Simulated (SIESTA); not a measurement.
Runs of SIESTA 5.4.2 on Fe. Symmetry: Im-3m, No. 229, cubic system. The conventional cell has a = 2.886 Å, b = 2.886 Å, c = 2.886 Å, α = 90.00°, β = 90.00°, γ = 90.00°. Fe (site symmetry m-3m) has 8 Fe at 2.50 Å as nearest neighbours. 

```tsv
task	level	potentials or basis	energy shift	gap on the mesh (eV)	pressure (GPa)	moment (μB)
band structure	PBE	SG15 1.2 (PBE files) or PseudoDojo by element, DZP (energy shift 0.002 Ry)	0.002 Ry	none	-5.6	2.41
band structure	PBE	PseudoDojo 0.4 standard (PBE files), TZDP (energy shift 0.002 Ry)	0.002 Ry	none	(b)	2.45
band structure	PBE	PseudoDojo 0.4 standard (PBE files), DZ (energy shift 0.01 Ry)	0.01 Ry	none	-28.5	2.66
single point	PBE	PseudoDojo 0.4 standard (PBE files), DZP (energy shift 0.002 Ry)	0.002 Ry	none	-6.1	(a)
band structure	LDA	PseudoDojo 0.4 standard (LDA files), DZP (energy shift 0.002 Ry)	0.002 Ry	none	-25.0	(c)
```

Alike in all rows: spin collinear, ferromagnetic start; cell as given; k mesh 13 × 13 × 13; smearing fermi-dirac 0.05 eV; grid cutoff 800 Ry.

Q: Fill in the values left out.

A: (a) 2.44; (b) -5.4; (c) 2.28.

Caveats: semicore shells carry a single zeta, which can move pressures by several GPa and volumes by a few percent; the basis of atomic orbitals isn't converged, which shifts pressures, moduli and gaps; the basis has no polarisation orbitals (some runs); a pressure of tens of GPa on the cell as given is suspect, and the run, the potentials or the cell itself is likely at fault (some runs); so large a pressure means that the cell lies far from this level's equilibrium, or that cutoff or potentials fall short (some runs).

A k mesh can miss the band edges.

A gap of «none» marks a metal or a gap under the smearing width.

Not every run made on this cell is shown here.
